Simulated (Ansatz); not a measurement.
**Al under changes of volume**

One of the cells (16.669 Å³/atom); the others are scaled copies at fixed shape and fractional positions:

```
CELL_PARAMETERS angstrom
2.81246 0.00000 0.00000
-1.40623 2.43566 0.00000
0.00000 0.00000 4.86685
ATOMIC_POSITIONS crystal
Al 0.33333 0.66667 0.25000
Al 0.66667 0.33333 0.75000
```

This isn't the form of Al at room conditions, which is fcc.

| Quantity | Value |
| --- | --- |
| Program | Ansatz 0.2.0 |
| Functional | PBEsol |
| Potentials or basis | all-electron LAPW, scalar-relativistic |
| Cutoff | 138 eV (chosen from the basis error) |
| Basis error allowed | 0.001 eV/atom |
| k mesh | 11 × 11 × 6 |
| Occupations | fermi-dirac, width 0.05 eV |
| Spin | no spin polarisation |

| volume (Å³/atom) | energy over the lowest point (meV/atom) | pressure (GPa) |
| --- | --- | --- |
| 15.669 | 8.28 | 3.9 |
| 16.003 | 2.23 | 2.0 |
| 16.336 | 0.00 | 0.2 |
| 16.669 | 1.22 | -1.3 |
| 17.003 | ? | ? |
| 17.336 | 12.60 | -4.0 |
| 17.670 | 22.10 | -5.1 |

**Question.** What does the run at 17.003 Å³/atom give?

**Answer.** Energy over the lowest point 5.52 meV/atom; pressure -2.7 GPa.

Worked out: A Birch-Murnaghan fit of order 3 (a polynomial in V^(-2/3)) to the other rows has its minimum at 16.38 Å³/atom with B0 = V·E''(V) = 80 GPa and B' = 4.5 at fixed shape and positions, which overstates the stiffness. It gives 5.54 meV/atom at 17.003 Å³/atom, against the run's 5.52, and -dE/dV = -2.8 GPa, against -2.7.

Energies are extrapolated to zero smearing.
